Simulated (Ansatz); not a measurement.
# What moves the field gradients of SiO2?

Cell of run 1: an entry of the Crystallography Open Database (COD).

Space group P2_13 (No. 198); a = 7.1600 Å.

```csv
site,Wyckoff,site symmetry,x,y,z
Si1,4a,.3.,0.2550,0.2550,0.2550
Si5,4a,.3.,0.9920,0.9920,0.9920
O9,4a,.3.,0.1250,0.1250,0.1250
O13,12b,1,0.6600,0.6600,0.0620
```

One atom of each set is listed.

Relaxed positions (PBE, cell held):

Si1 (0.2807, 0.2807, 0.2807)
Si5 (0.0206, 0.0206, 0.0206)
O9 (0.1505, 0.1505, 0.1505)
O13 (0.6398, 0.6616, 0.0434)

All runs are DFT with Ansatz 0.2.0 (plane waves and PAW, scalar-relativistic unless spin–orbit coupling is named, Γ-centred meshes, Fermi–Dirac smearing where given) in this cell.

Run 1: PBE, atoms as given; 420 eV, 4×4×4 k-points, smearing 0.02 eV.
Run 2: PBE, atoms relaxed; 420 eV, 4×4×4 k-points, smearing 0.02 eV.
Run 3: r2SCAN, at the relaxed atoms; 500 eV, 4×4×4 k-points, smearing 0.02 eV.
Run 4: LDA, at the relaxed atoms; 420 eV, 4×4×4 k-points, smearing 0.02 eV.
Run 5: PBEsol, at the relaxed atoms; 420 eV, 4×4×4 k-points, smearing 0.02 eV.

```json
{"run": "1", "Si1 V_zz (η)": "-1.82 (0.00)", "Si5 V_zz (η)": "2.83 (0.00)", "O13 V_zz (η)": "9.37 (0.61)"}
{"run": "2", "Si1 V_zz (η)": "?", "Si5 V_zz (η)": "?", "O13 V_zz (η)": "?"}
{"run": "3", "Si1 V_zz (η)": "0.38 (0.00)", "Si5 V_zz (η)": "-0.14 (0.00)", "O13 V_zz (η)": "9.56 (0.18)"}
{"run": "4", "Si1 V_zz (η)": "0.38 (0.00)", "Si5 V_zz (η)": "-0.15 (0.00)", "O13 V_zz (η)": "9.45 (0.17)"}
{"run": "5", "Si1 V_zz (η)": "0.39 (0.00)", "Si5 V_zz (η)": "-0.15 (0.00)", "O13 V_zz (η)": "9.53 (0.17)"}
```

V_zz in 10²¹ V/m²; 3 of the 4 sets of like atoms are followed.

Problem. Estimate the row of run 2.

Solution. Si1: 0.40 (0.00); Si5: -0.15 (0.00); O13: 9.68 (0.18). It lies nearest to run 3, from whose tensors on these sites it differs by 0.13 at most (largest principal value of the difference, on O13). Taken one at a time, the positions of the atoms (as given or relaxed) move the tensors on these sites by up to 7.79 (largest principal value of the change, on O13), the functional (between the two that differ most) by 0.23 (O13).

The database positions were far from equilibrium, so the relaxed structure may not be the compound's real one. In runs 1, 3, 4 the atoms aren't at the calculated equilibrium (largest force 3.5, 0.26, 0.34 eV/Å). Run 1: The database positions are far from the calculated equilibrium, so these values describe the entry as written and may be far from the real compound's.
